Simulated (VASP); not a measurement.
Input of a VASP 6.6.1 run:

The input INCAR:

```
ALGO = Normal ; EDIFF = 1E-6
EDIFFG = -0.01 ; ENCUT = 600
GGA = PS ; IBRION = 2
ISIF = 3 ; ISMEAR = 0
KPAR = 2 ; LASPH = T
LCHARG = F ; LREAL = F
LWAVE = F ; NELM = 80
NSW = 90 ; PREC = Accurate
SIGMA = 0.03
```

File KPOINTS:

```
k-points
0
Gamma
  8 8 8
```

File POSCAR:

```
BaF2
1.0
    0.0000000000      3.1000500000      3.1000500000
    3.1000500000      0.0000000000      3.1000500000
    3.1000500000      3.1000500000      0.0000000000
Ba F
1 2
Direct
    0.0000000000      0.0000000000      0.0000000000
    0.2500000000      0.2500000000      0.2500000000
    0.7500000000      0.7500000000      0.7500000000
```

Potentials or basis: VASP PAW PBE potentials, release 64 (Ba_sv, F).

Command:

```console
$ cat potpaw_PBE.64/Ba_sv/POTCAR potpaw_PBE.64/F/POTCAR > POTCAR
$ mpirun -np 2 vasp_std > vasp.out
```

(1) What does it give for the space group after relaxing (to 0.05 Å)?

(2) What does it give for the relaxed cell?

(3) Predict the relaxed volume.

(4) Estimate the band gap on the k mesh.

## Answers

(1) Fm-3m (No. 225).

(2) a = 4.366 Å, b = 4.366 Å, c = 4.366 Å, α = 60.00°, β = 60.00°, γ = 60.00°.

(3) 19.62 Å³/atom.

(4) 6.68 eV, indirect (least direct gap 6.77 eV).

Caveat: the PAW data sets were made with another functional, which shifts forces and pressure a little; spin-orbit coupling is left out, which moves the levels of the heavy elements.
